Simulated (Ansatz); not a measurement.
## How far is this Ga₄P from the hull?

The calculation used DFT PBE, scalar-relativistic, plane waves, PAW (Ansatz). All cells share a 420 eV cutoff and Γ-centred k meshes spaced at most about 0.3 Å⁻¹ (about 0.25 or finer for metals, 2π included). No spin polarisation.

The zero of energy is the elements' standard structures at the same level; no fitted shifts are applied. The references include black phosphorus.

All energies are static (0 K, no zero-point motion). The reference form of P is held partly by dispersion forces, which this level lacks.

The competitors are the elements and 1 reference phase of this chemical system (from databases or known types: GaP), relaxed at the same level; other known phases may be missing.

The candidate was reached from: PbF4 type (I4/mmm).

Space group I4/mmm (No. 139). a = 5.058 Å, b = 5.058 Å, c = 7.757 Å, α = 90.00°, β = 90.00°, γ = 90.00°
```csv
atom,site,symmetry,x,y,z
Ga,4e,4mm,0.0000,0.0000,0.3196
Ga,4c,mmm.,0.0000,0.5000,0.0000
P,2a,4/mmm,0.0000,0.0000,0.0000
```

The lowest competing mixture at this composition:

```tsv
phase	space group	source	share of atoms	ΔE_f (eV/atom)
Ga	-	element	0.6000	-0.0013
GaP	F-43m (No. 216)	Materials Project	0.4000	-0.432
```

The lowest database cell of Ga (-0.0013) lies slightly below the reference, hence the non-zero entry.

Q: What are the hull's energy here, the candidate's formation energy and its margin?

A: The hull lies at -0.174 eV/atom, the weighted sum of the last column. The candidate has 0.124 eV/atom, which is 0.30 eV/atom above it. The candidate matches no cell in the subsets of the Crystallography Open Database and the Materials Project at hand. The margin is far too high for a likely synthesis.
